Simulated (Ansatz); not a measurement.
CdTe, DFT, PBEsol, PAW with Ansatz's default frozen-core files, scalar-relativistic (Ansatz 0.2.0), run on 1 thread of Arm Neoverse V1 on a shared host.

Structure from Materials Project entry mp-1066480 (possibly hypothetical), not relaxed further. The listed cell was then made from it by scaling, straining or moving an atom.

Command: `ansatz run input.yaml --threads 1 --pin off --max-ram 6144MiB --backend cpu --events-out ev --progress --plain --runs-dir out`

```yaml
crystal:
  lattice:
    - [2.97333227, -3.00177073, 0.0]
    - [2.97333227, 3.00177073, 0.0]
    - [0.0, 0.0, 6.090652]
  atoms:
    - { symbol: Cd, position: [0.27703, 0.72297, 0.75] }
    - { symbol: Cd, position: [0.72297, 0.27703, 0.25] }
    - { symbol: Te, position: [0.766137, 0.233863, 0.75] }
    - { symbol: Te, position: [0.233863, 0.766137, 0.25] }
kpoints:
  mp_grid: { grid: [9, 9, 6] }
scf:
  occupations: { method: fermi_dirac, width: 0.05 }
hamiltonian:
  xc: pbesol
  pseudopotentials: { kind: paw }
output:
  forces: true
  stress: true
  eigenvalues: true
  efg: { contact_densities: true }
```

(1) How large is the problem that the program sets up?

(2) Estimate the wall time and the peak memory.

(3) And the same cell and mesh by all-electron PAW (datasets made for this crystal), asked for forces, stress, eigenvalues, efg, on the same hardware?

Results:

(1) 100 irreducible k-points, 2131 plane waves at Γ, 44 bands.

(2) 28 s of wall time for 6 SCF iterations, with a peak of 0.6 GiB. Times on shared machines scatter by tens of per cent.

(3) 28 s, peak memory 0.79 GiB.
